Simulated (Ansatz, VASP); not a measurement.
# Sc: VASP beside Ansatz

File INCAR:

```
PREC = Accurate
ENCUT = 520
EDIFF = 1E-7
ISMEAR = -1
SIGMA = 0.05
LREAL = F
LASPH = T
NELM = 100
ALGO = Normal
ISIF = 2
LWAVE = F
LCHARG = F
GGA = PE
NBANDS = 12
```

Contents of KPOINTS:

```
regular mesh
0
Gamma
  10 10 10
```

File POSCAR:

```
Sc
1.0
    0.0000000000      2.2138646057      2.2138646057
    2.2138646057      0.0000000000      2.2138646057
    2.2138646057      2.2138646057      0.0000000000
Sc
1
Direct
    0.0000000000      0.0000000000      0.0000000000
```

input.yaml

```yaml
crystal:
  lattice:
    - [0.0, 2.2138646057, 2.2138646057]
    - [2.2138646057, 0.0, 2.2138646057]
    - [2.2138646057, 2.2138646057, 0.0]
  atoms:
    - { symbol: Sc, position: [0.0, 0.0, 0.0] }
hamiltonian:
  xc: pbe
  pseudopotentials: { kind: paw }
kpoints:
  mp_grid: { grid: [10, 10, 10] }
scf:
  occupations: { method: fermi_dirac, width: 0.05 }
output:
  forces: true
  stress: true
  eigenvalues: true
  write_density: true
  write_potential: true
  elf: true
  volumetric_format: npy
```

Change from the starting cell: volume scaled by 0.94.

Alike in both runs: task single point; functional PBE; k mesh 10 × 10 × 10; occupations fermi-dirac, width 0.05 eV; no spin polarisation.

|  | VASP | Ansatz |
| --- | --- | --- |
| version | VASP 6.6.1 | Ansatz 0.2.0 |
| potentials or method | VASP PAW PBE potentials, release 64 (Sc_sv) | Ansatz PAW |
| plane-wave cutoff (eV) | 520 | 420 |
| valence electrons in the cell | 11 | 11 |

|  | VASP | Ansatz | Ansatz less VASP |
| --- | --- | --- | --- |
| gap on the k mesh at the Fermi level (eV) | none | none | - |
| pressure (GPa) | 8.1 | 8.1 | -0.06 |

A gap of «none» marks a metal or a gap that the smearing closes. With one functional, cell and mesh, what is left measures potentials, basis and numerics.
